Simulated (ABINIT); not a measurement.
The system is TiB2.

```xyz
3
Lattice="3.0292 0.0000 0.0000 -1.5146 2.6234 0.0000 0.0000 0.0000 3.2284" Properties=species:S:1:pos:R:3 pbc="T T T"
Ti    0.0000    0.0000    0.0000
B     1.5146    0.8745    1.6142
B     0.0000    1.7489    1.6142
```

* Program: ABINIT 10.8.3 (patched build)
* Task: relaxation of cell and atoms
* Functional: PBE
* Dispersion: D4
* Potentials or basis: JTH PAW PBE v2.0
* Cutoff: 408 eV
* k mesh: 10 × 10 × 8
* Occupations: fermi-dirac, width 0.05 eV
* Spin: no spin polarisation

At the start: pressure -6.6 GPa; volume 8.55 Å³/atom.

**Question.** How do energy, volume and symmetry change on relaxing?

**Answer.** Over 6 steps the energy falls by 5.3 meV/atom and the volume is 8.32 Å³/atom (-2.7 %); space group P6/mmm (No. 191, to 0.05 Å).

The path:
```
step  energy change (eV)  largest force (eV/Å)  pressure (GPa)  volume (Å³)
   1              0.0000                0.0000           -6.61        25.66
   2             -0.0050                0.0000           -5.40        25.53
   3             -0.0154                0.0000            0.37        24.95
   4             -0.0156                0.0000            0.23        24.96
   5             -0.0161                0.0000           -0.14        24.98
   6             -0.0160                0.0000           -0.03        24.97
```

Final structure:
```
CELL_PARAMETERS angstrom
3.01160 0.00000 0.00000
-1.50580 2.60813 0.00000
0.00000 0.00000 3.17855
ATOMIC_POSITIONS crystal
Ti 0.00000 0.00000 0.00000
B 0.66667 0.33333 0.50000
B 0.33333 0.66667 0.50000
```

Caveat: the log and the count of SCF iterations are those of the last ABINIT call alone; pairwise dispersion overbinds metals, which lowers pressure and volume; the atomic spheres overlap.
